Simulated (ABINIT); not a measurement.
TiO2:

```xyz
6
Lattice="4.5998 0.0000 0.0000 0.0000 4.5998 0.0000 0.0000 0.0000 2.9592" Properties=species:S:1:pos:R:3 pbc="T T T"
Ti    0.0000    0.0000    1.4796
Ti    2.2999    2.2999    0.0000
O     1.3998    1.3998    1.4796
O     0.9001    3.6997    0.0000
O     3.6997    0.9001    0.0000
O     3.2000    3.2000    1.4796
```

The cell is a database's computed one.

* Program: ABINIT 10.8.3 (patched build)
* Task: single point
* Functional: PBE
* Potentials or basis: JTH PAW PBE v2.0
* Cutoff: 626 eV
* k mesh: 6 × 6 × 9
* Occupations: fermi-dirac, width 0.05 eV
* Spin: no spin polarisation

On this cell: pressure 4.5 GPa; largest force 0.007 eV/Å; band gap on the k mesh 1.86 eV, direct.

The same run follows on a disturbed copy (atoms moved at random, drawn with an rms of 0.05 Å):

```xyz
6
Lattice="4.5998 0.0000 0.0000 0.0000 4.5998 0.0000 0.0000 0.0000 2.9592" Properties=species:S:1:pos:R:3 pbc="T T T"
Ti   -0.0329    0.0348    1.4720
Ti    2.2625    2.3487   -0.0103
O     1.4100    1.3962    1.4689
O     0.8706    3.7160    0.0144
O     3.6592    0.8931    0.0208
O     3.2157    3.2459    1.5089
```

Q: What changes?

A: The energy moves by +5.9 meV/atom; pressure 4.4 GPa; largest force 0.848 eV/Å; band gap on the k mesh 1.79 eV, indirect (least direct gap 1.82 eV).

Forces in eV/Å, atoms in the order of the input:
```
Ti  -0.030  0.102  0.018
Ti   0.055 -0.085 -0.028
O    0.057  0.440  0.252
O    0.358 -0.237 -0.002
O    0.130  0.389 -0.088
O   -0.569 -0.610 -0.153
```

Stress tensor (GPa, compression positive):
```
 4.64  0.18 -0.32
 0.18  4.47 -0.58
-0.32 -0.58  3.98
```

Caveats: an odd mesh through Γ misses points on the zone boundary, where band edges often lie; the atomic spheres overlap.
